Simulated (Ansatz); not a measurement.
# TaC (211): surface energy and levels

Aim: for TaC, compute energy, relaxation and work function or band edges of the (211) face.

Program: Ansatz 0.2.0. Level of theory: DFT PBE, scalar-relativistic, plane waves, PAW. These are calculated values, not measurements.

1 further run of the same task is left out (set aside as unsound or not needed). Runs told in other sessions of the task aren't counted.

## 1. The system as given

It takes space group Fm-3m (No. 225, cubic). The conventional cell has a = 4.475 Å, b = 4.475 Å, c = 4.475 Å, α = 90.00°, β = 90.00°, γ = 90.00°. Ta (site symmetry m-3m) has 6 C at 2.24 Å in its first shell of neighbours. C (site symmetry m-3m) has 6 Ta at 2.24 Å in its first shell of neighbours.

Coordinates:

```
Ta C
1.0
     0.00000    2.23763    2.23763
     2.23763    0.00000    2.23763
     2.23763    2.23763    0.00000
Ta C
1 1
Direct
  0.00000 0.00000 0.00000
  0.50000 0.50000 0.50000
```

It is the result of an earlier relaxation at this level (volume 11.20 Å³/atom; gap on the mesh: none (metal)).

## 2. The bulk in the cell of the plane

File input.yaml:

```yaml
crystal:
  lattice:
    - [3.1644852845, 0.0, 0.0]
    - [0.0, 7.7513742456, 0.0]
    - [1.5822426423, -2.5837914152, 0.9135082154]
  atoms:
    - { symbol: Ta, position: [0.0, 0.0, 0.0] }
    - { symbol: C, position: [0.0, 0.5, 0.0] }
basis:
  ecutwfc: 420
kpoints:
  mp_grid: { grid: [11, 5, 37] }
hamiltonian:
  xc: pbe
scf:
  occupations: { method: gaussian, width: 0.1 }
output:
  forces: true
  stress: true
  eigenvalues: true
```

Launch:

```bash
$ ansatz run input.yaml --threads 8 --pin off --max-ram 15360MiB --backend cpu --events-out ev --progress --plain --runs-dir out
```

Output, shortened:

```text
Warning: crystal.symmetry: narrowed to the stabiliser of the k-point mesh — unitary ops 48 → 2; excluded 46 operations that carry a point of the 11×5×37 mesh (shift [0, 0, 0]) off the mesh (the run samples exactly the mesh kpoints.mp_grid names, as under crystal.symmetry.detect: false, [...]
Warning: RAYON_NUM_THREADS=8 ignored (pool sized by the plan → 8); use --threads N
[...]
Pseudopotentials: kind: paw
Pseudopotential: Ta, paw, valence charge 13, recommended cutoff 420 eV (normal), Ta.paw.azcp
Pseudopotential: C, paw, valence charge 4, recommended cutoff 420 eV (normal), C.paw.azcp
Functional definition: PBE
[...]
Crystal: 2 atoms, lattice volume = 22.408 Å³
Basis set: ecut = 420 eV, 411 PW (Γ), FFT grids on a1, −a1+a2+3a3, a3, exchange–correlation on 48×64×48 points (8 copies of the dense FFT grid, shifted against one another)
[...]
SCF iter   6: F=-10184.387004 eV  HF=-10184.387004 eV  |F-HF|=5.48e-10  |Δ(HF+E_count)|=   6.64e-9  Δρ=2.52e-6  dr2=8.80e-10  ethr=4.54e-11  ⟨swp⟩=3.1  Hψ=48185  notcnv=0
[...]
SCF converged after 6 iterations
Free energy (F): -10184.387004 eV
[...]
E sigma→0 (E₀):  -10184.385255 eV
Entropy (-TS):   -0.003498 eV (-1.749 meV/atom)
Fermi energy:    19.747339 eV
[...]
--- Forces (eV/Å), atoms counted from 1 ---
  atom   1  Ta     0.00000000     0.00000000     0.00000000
  atom   2  C      0.00000000     0.00000000     0.00000000
[...]
--- Stress (GPa, compression-positive) ---
        0.133571      -0.033063       0.049599
       -0.033063       0.036077       0.115544
        0.049600       0.115544       0.049132
  P = ⅓ Tr σ = 0.0729 GPa (0.729 kbar)
--- Band table (eV; the first three rows and the last of 1018) ---
  k-point 0: bands = ["-49.0506", "-15.3233", "-15.3224", "-15.3212", "5.0262", "18.4275", "18.4285", "18.4290", "19.2471", "19.2476", "19.2485", "20.3829", "20.3840"]
[...]
```

It took 2.1 s on 8 threads of Arm Neoverse V2, shared host; peak memory 0.57 GiB.

Bulk reference and slab share their plane, in-plane mesh and smearing. Its energy with the smearing taken to zero: -5092.1926 eV/atom.

## 3. Cutting the (211) slab

Planes are indexed in the bulk's conventional cell (Fm-3m (No. 225)), a = 4.475 Å, b = 4.475 Å, c = 4.475 Å, α = 90.00°, β = 90.00°, γ = 90.00°.

Cut from the relaxed bulk: a (211) slab, 9.1 Å thick as cut, with 15 Å of vacuum; its outer planes are TaC (top) and TaC (bottom).

The slab as cut. Its planes from the bottom up:

```csv
plane,atoms per cell,height over the lowest (Å)
1,TaC,0.00
2,TaC,0.91
3,TaC,1.83
4,TaC,2.74
5,TaC,3.65
6,TaC,4.57
7,TaC,5.48
8,TaC,6.39
9,TaC,7.31
10,TaC,8.22
11,TaC,9.14
```

[end of part 1 of 3]
